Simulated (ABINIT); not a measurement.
# Ti (Fm-3m) in ABINIT: convergence with smearing width

Aim: find how far smearing width must go before the results for Ti settle, at BLYP. This setting moves, with any that are tied to it; all else stays.

All numbers are computed with ABINIT 10.8.3 (patched build); they aren't measurements. Logs are shortened: lines on timing, memory, paths and dates and some standing lists are left out, and cuts for length are marked. The log counts tension as positive stress, the text compression.

**1. The structure**

Symmetry: Fm-3m, No. 225, cubic system. Conventional cell: a = 4.060 Å, b = 4.060 Å, c = 4.060 Å, α = 90.00°, β = 90.00°, γ = 90.00°. Ti (site symmetry m-3m) is surrounded by 12 Ti at 2.87 Å.

This isn't the form of Ti at room conditions, which is hcp.

**2. With smearing width 0.272 eV**

Contents of run.abi:

```
pp_dirpath "./"
pseudos "Ti.GGA_PBE-JTH.xml"

acell 3*1.0
rprim
     0.0000000000     3.8361440330     3.8361440330
     3.8361440330     0.0000000000     3.8361440330
     3.8361440330     3.8361440330     0.0000000000
ntypat 1
znucl 22
natom 1
typat 1
xred
     0.0000000000     0.0000000000     0.0000000000

ecut 15.0
pawecutdg 30.0
pawxcdev 0

kptopt 1
ngkpt 11 11 11
nshiftk 1
shiftk 0.0 0.0 0.0

ixc -106131

nband 10
occopt 7
tsmear 0.272 eV

nstep 100
tolvrs 1.0e-9

iomode 3
prtwf 0
prtden 0
prteig 0
prtebands 0
enunit 2
```

Potentials or basis: JTH PAW PBE v2.0.

The run is started by

```sh
> abinit run.abi > log 2>&1
```

run.abo:

```text
.Version 10.8.3 of ABINIT
 Symmetries : space group Fm -3 m (#225); Bravais cF (face-center cubic)
================================================================================
 Values of the parameters that define the memory need of the present run
     intxc =       0    ionmov =       0      iscf =      17    lmnmax =      18
     lnmax =       6     mgfft =      20  mpssoang =       3    mqgrid =    3001
     natom =       1  nloc_mem =       2    nspden =       1   nspinor =       1
    nsppol =       1      nsym =      48    n1xccc =       1    ntypat =       1
    occopt =       7   xclevel =       2
       mpw =         322          nfft =        8000          nkpt =          56
 PAW method is used; the additional fine FFT grid is defined by:
   mgfftf=        30    nfftf =     27000
================================================================================
================================================================================

--------------------------------------------------------------------------------
------------- Echo of variables that govern the present computation ------------
--------------------------------------------------------------------------------
 -outvars: echo values of preprocessed input variables --------
            acell      1.0000000000E+00  1.0000000000E+00  1.0000000000E+00 Bohr
              amu      4.78800000E+01
             ecut      1.50000000E+01 Hartree
           enunit           2
                       outvar_i_n : Printing only first  50 k-points.
              ixc     -106131
                       outvar_i_n : Printing only first  50 k-points.
         kptrlatt       11    0    0      0   11    0      0    0   11
          kptrlen      5.96763961E+01
            natom           1
            nband          10
            ngfft          20      20      20
          ngfftdg          30      30      30
             nkpt          56
            nstep         100
             nsym          48
           ntypat           1
                       prtocc : prtvol=0, do not print more k-points.
           occopt           7
        pawecutdg      3.00000000E+01 Hartree
         pawxcdev           0
           prtden           0
        prtebands           0
           prteig           0
            prtwf           0
            rprim      0.0000000000E+00  3.8361440330E+00  3.8361440330E+00
                       3.8361440330E+00  0.0000000000E+00  3.8361440330E+00
                       3.8361440330E+00  3.8361440330E+00  0.0000000000E+00
          spgroup         225
           tolvrs      1.00000000E-09
           tsmear      9.99581563E-03 Hartree
            typat      1
           useylm           1
                       outvars : Printing only first  50 k-points.
            znucl       22.00000

================================================================================

 chkinp: Checking input parameters for consistency.

================================================================================
== DATASET  1 ==================================================================

--- !DatasetInfo
iteration_state: {dtset: 1, }
dimensions: {natom: 1, nkpt: 56, mband: 10, nsppol: 1, nspinor: 1, nspden: 1, mpw: 322, }
cutoff_energies: {ecut:  15.0, pawecutdg:  30.0, }
[... 102 lines left out ...]
 reduced coordinates (array xred) for    1 atoms
       0.000000000000      0.000000000000      0.000000000000
 rms dE/dt=  0.0000E+00; max dE/dt=  0.0000E+00; dE/dt below (all hartree)
    1       0.000000000000      0.000000000000      0.000000000000

 cartesian coordinates (angstrom) at end:
    1      0.00000000000000     0.00000000000000     0.00000000000000

 cartesian forces (hartree/bohr) at end:
    1     -0.00000000000000    -0.00000000000000    -0.00000000000000
 frms,max,avg= 0.0000000E+00 0.0000000E+00   0.000E+00  0.000E+00  0.000E+00 h/b

 cartesian forces (eV/Angstrom) at end:
    1     -0.00000000000000    -0.00000000000000    -0.00000000000000
 frms,max,avg= 0.0000000E+00 0.0000000E+00   0.000E+00  0.000E+00  0.000E+00 e/A
 length scales=  1.000000000000  1.000000000000  1.000000000000 bohr
              =  0.529177210544  0.529177210544  0.529177210544 angstroms
 Fermi (or HOMO) energy (hartree) =   0.31017   Average Vxc (hartree)=  -0.38922
 Eigenvalues (hartree) for nkpt=  56  k points:
 kpt#   1, nband= 10, wtk=  0.00075, kpt=  0.0000  0.0000  0.0000 (reduced coord)
  -1.76711   -0.88194   -0.88194   -0.88194    0.08911    0.34047    0.34047    0.34047
   0.40356    0.40356
      occupation numbers for kpt#   1
   2.00000    2.00000    2.00000    2.00000    2.00000    0.00002    0.00002    0.00002
   0.00000    0.00000
 prteigrs : prtvol=0 or 1, do not print more k-points.

 Fermi (or HOMO) energy (eV) =   8.44010   Average Vxc (eV)= -10.59130
 Eigenvalues (   eV  ) for nkpt=  56  k points:
 kpt#   1, nband= 10, wtk=  0.00075, kpt=  0.0000  0.0000  0.0000 (reduced coord)
 -48.08543  -23.99876  -23.99876  -23.99876    2.42477    9.26456    9.26456    9.26456
  10.98140   10.98140
 prteigrs : prtvol=0 or 1, do not print more k-points.

--- !EnergyTerms
iteration_state     : {dtset: 1, }
comment             : Components of total free energy in Hartree
kinetic             :  7.79961220320325E+00
hartree             :  1.13526666421739E+01
xc                  : -3.18530380809979E+00
Ewald energy        : -4.30262871383947E+01
psp_core            :  2.70975862954385E+00
local_psp           : -3.40591450563702E+01
PAW spherical_terms : -2.06844118743117E-01
internal            : -5.86155426466868E+01
'-kT*entropy'       : -2.16757536716221E-03
total_energy        : -5.86177102220540E+01
total_energy_eV     : -1.59506915370730E+03
...

--- !EnergyTermsDC
iteration_state     : {dtset: 1, }
comment             : '"Double-counting" decomposition of free energy'
band_energy         : -7.87611181715933E+00
Ewald energy        : -4.30262871383947E+01
psp_core            :  2.70975862954385E+00
xc_dc               : -1.10086600303766E+01
PAW spherical_terms :  5.85744590324721E-01
internal            : -5.86155557660620E+01
'-kT*entropy'       : -2.16757536716221E-03
total_energy_dc     : -5.86177233414292E+01
total_energy_dc_eV  : -1.59506951070369E+03
...

--- !EnergyTermsWithPAWCore
iteration_state     : {dtset: 1, }
comment             : 'Components of total free energy, including PAW core contributions'
Total energy        : -8.54036623455464E+02
Total energy DC     : -8.54036636574839E+02
Total energy (eV)   : -2.32395204290601E+04
Total energy DC (eV): -2.32395207860564E+04
...

 Cartesian components of stress tensor (hartree/bohr^3)
  sigma(1 1)= -2.55318709E-04  sigma(3 2)=  0.00000000E+00
  sigma(2 2)= -2.55318709E-04  sigma(3 1)=  0.00000000E+00
  sigma(3 3)= -2.55318709E-04  sigma(2 1)=  0.00000000E+00

-Cartesian components of stress tensor (GPa)         [Pressure=  7.5117E+00 GPa]
- sigma(1 1)= -7.51173576E+00  sigma(3 2)=  0.00000000E+00
- sigma(2 2)= -7.51173576E+00  sigma(3 1)=  0.00000000E+00
- sigma(3 3)= -7.51173576E+00  sigma(2 1)=  0.00000000E+00

== END DATASET(S) ==============================================================
================================================================================

 -outvars: echo values of variables after computation  --------
            acell      1.0000000000E+00  1.0000000000E+00  1.0000000000E+00 Bohr
           etotal     -5.8617723341E+01
            fcart     -0.0000000000E+00 -0.0000000000E+00 -0.0000000000E+00
            rprim      0.0000000000E+00  3.8361440330E+00  3.8361440330E+00
                       3.8361440330E+00  0.0000000000E+00  3.8361440330E+00
                       3.8361440330E+00  3.8361440330E+00  0.0000000000E+00
           strten     -2.5531870884E-04 -2.5531870884E-04 -2.5531870884E-04
                       0.0000000000E+00  0.0000000000E+00  0.0000000000E+00
 Calculation completed.
```

Wall time 6.8 s (1 thread of Arm Neoverse V1, shared host); peak memory 0.09 GiB.

Results:

```yaml
Free_energy: -1595.0695 eV
Pressure: 7.5 GPa
Band_gap_on_the_k_mesh: none (metal or under the smearing width)
Valence_electrons_inside_the_program's_atomic_spheres: Ti 10.24 (radii [1.2214] Å)
```

**3. With smearing width 0.2 eV**

Changes to run.abi since step 2:

```diff
@@ -28,3 +28,3 @@
 occopt 7
-tsmear 0.272 eV
+tsmear 0.2 eV
```

Potentials or basis: JTH PAW PBE v2.0.

The run is started by

```sh
> abinit run.abi > log 2>&1
```

Run time: 7.3 s. Hardware: 1 thread of Arm Neoverse V1, shared host; peak memory 0.09 GiB.

It converged, with:

```yaml
Free_energy: -1595.0565 eV
Pressure: 7.3 GPa
Band_gap_on_the_k_mesh: none (metal or under the smearing width)
Valence_electrons_inside_the_program's_atomic_spheres: Ti 10.24 (radii [1.2214] Å)
```

**4. With smearing width 0.136 eV**

Changes to run.abi since step 3:

```diff
@@ -28,3 +28,3 @@
 occopt 7
-tsmear 0.2 eV
+tsmear 0.136 eV
```

The run is started by

```sh
> abinit run.abi > log 2>&1
```

It took 6.8 s on 1 thread of Arm Neoverse V1, shared host; peak memory 0.09 GiB.

Results (log left out):

```yaml
Free_energy: -1595.0495 eV
Pressure: 7.1 GPa
Band_gap_on_the_k_mesh: none (metal or under the smearing width)
Valence_electrons_inside_the_program's_atomic_spheres: Ti 10.25 (radii [1.2214] Å)
```

**5. With smearing width 0.1 eV**

Changes to run.abi since step 4:

```diff
@@ -28,3 +28,3 @@
 occopt 7
-tsmear 0.136 eV
+tsmear 0.1 eV
```

The run is started by

```sh
> abinit run.abi > log 2>&1
```

Run time: 6.8 s. Hardware: 1 thread of Arm Neoverse V1, shared host; peak memory 0.09 GiB.

It converged, with:

```yaml
Free_energy: -1595.0474 eV
Pressure: 7.0 GPa
Band_gap_on_the_k_mesh: none (metal or under the smearing width)
Valence_electrons_inside_the_program's_atomic_spheres: Ti 10.25 (radii [1.2214] Å)
```

**6. With smearing width 0.05 eV**

Changes to run.abi since step 5:

```diff
@@ -28,3 +28,3 @@
 occopt 7
-tsmear 0.1 eV
+tsmear 0.05 eV
```

Potentials or basis: JTH PAW PBE v2.0.

The run is started by

```sh
> abinit run.abi > log 2>&1
```

Wall time 6.9 s (1 thread of Arm Neoverse V1, shared host); peak memory 0.09 GiB.

The run converged. Its results:

- Free energy: -1595.0463 eV
- Pressure: 7.0 GPa
- Band gap on the k mesh: none (metal or under the smearing width)
- Valence electrons inside the program's atomic spheres: Ti 10.25 (radii [1.2214] Å)

**7. With smearing width 0.025 eV**

Changes to run.abi since step 6:

```diff
@@ -28,3 +28,3 @@
 occopt 7
-tsmear 0.05 eV
+tsmear 0.025 eV
```

The run is started by

```sh
> abinit run.abi > log 2>&1
```

Wall time 6.8 s (1 thread of Arm Neoverse V1, shared host); peak memory 0.08 GiB.

It converged, with:

| Item | Value |
| --- | --- |
| Free energy | -1595.0462 eV |
| Pressure | 7.0 GPa |
| Band gap on the k mesh | none (metal or under the smearing width) |
| Valence electrons inside the program's atomic spheres | Ti 10.25 (radii [1.2214] Å) |

**8. With smearing width 0.01 eV**

Changes to run.abi since step 7:

```diff
@@ -28,3 +28,3 @@
 occopt 7
-tsmear 0.025 eV
+tsmear 0.01 eV
```

The run is started by

```sh
> abinit run.abi > log 2>&1
```

Wall time 6.8 s (1 thread of Arm Neoverse V1, shared host); peak memory 0.09 GiB.

The run converged. Its results:

- Free energy: -1595.0462 eV
- Pressure: 7.0 GPa
- Band gap on the k mesh: none (metal or under the smearing width)
- Valence electrons inside the program's atomic spheres: Ti 10.25 (radii [1.2214] Å)

**9. Result**

```tsv
smearing width	energy less the tightest run, at zero smearing (meV/atom)	pressure (GPa)	SCF cycles	CPU time (s)	peak memory (GiB)
0.272 eV	6.12	7.51	10	6.8	0.09
0.2 eV	4.03	7.27	11	7.3	0.09
0.136 eV	1.80	7.08	10	6.8	0.09
0.1 eV	0.74	7.00	10	6.7	0.09
0.05 eV	0.03	6.97	10	6.8	0.09
0.025 eV	-0.02	6.97	10	6.8	0.08
0.01 eV	0.00	6.97	10	6.8	0.09
```

Against the tightest run, the energy stays within 1 meV/atom from 0.1 eV on; the pressure stays within 0.1 GPa from 0.1 eV on. Narrower smearing needs a denser k mesh, so at a fixed mesh the narrowest width isn't the most accurate. The tightest run that finished is the yardstick and may itself not be fully converged.

Caveats: the PAW data sets were made with another functional, which shifts forces and pressure a little.
